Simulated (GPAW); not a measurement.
Runs of GPAW 26.7.0 on ZnS. The structure is cubic, space group F-43m (No. 216). The conventional cell has a = 5.404 Å, b = 5.404 Å, c = 5.404 Å, α = 90.00°, β = 90.00°, γ = 90.00°. Zn (site symmetry -43m) is surrounded by 4 S at 2.34 Å. Around S (site symmetry -43m) lie 4 Zn at 2.34 Å. 

```tsv
task	level	potentials or basis	cell	k mesh	cutoff (eV)	optimizer	fmax	max steps	convergence	band path	grid spacing	gap on the mesh (eV)	pressure (GPa)	V0 of scaled cells (Å³/atom)	B0 (GPa)
equation of state	PBE	GPAW PAW data sets (gpaw-data 1.2.1), lcao:dzp	as given	7 × 7 × 7	-	-	-	-	-	-	0.18 Å	-	-	19.67	(b)
relaxation of cell and atoms	PBEsol+D3(BJ)+ATM	PAW data sets generated in the run's folder for this functional, pw	relaxed	9 × 9 × 9	600	BFGS	0.02 eV/Å	60	density=1e-05 forces=0.0001	-	-	2.18	0.0	-	-
equation of state	vdW-DF-cx	GPAW PAW data sets (gpaw-data 1.2.1), pw	as given	7 × 7 × 7	600	-	-	-	-	-	-	-	-	19.86	73
equation of state	PBE+D3(BJ)	GPAW PAW data sets (gpaw-data 1.2.1), pw	as given	7 × 7 × 7	600	-	-	-	-	-	-	-	-	(a)	77
band structure	PBE	GPAW PAW data sets (gpaw-data 1.2.1), pw	as given	7 × 7 × 7	600	-	-	-	-	GXWKGLUWLK,UX	-	(c)	1.6	-	-
```

Alike in all rows: no spin polarisation; smearing fermi-dirac 0.05 eV.

Problem. Fill in the values left out.

Solution. (a) 19.44; (b) 84; (c) 2.10.

Caveats: the real-space grid adds noise to forces (some runs); the basis of atomic orbitals isn't converged, which shifts pressures, moduli and gaps (some runs); later steps reuse the first step's grids (some runs); an odd mesh through Γ misses points on the zone boundary, where band edges often lie (some runs); the PAW data sets were made with another functional, which shifts forces and pressure a little (some runs).

Not every run made on this cell is shown here.
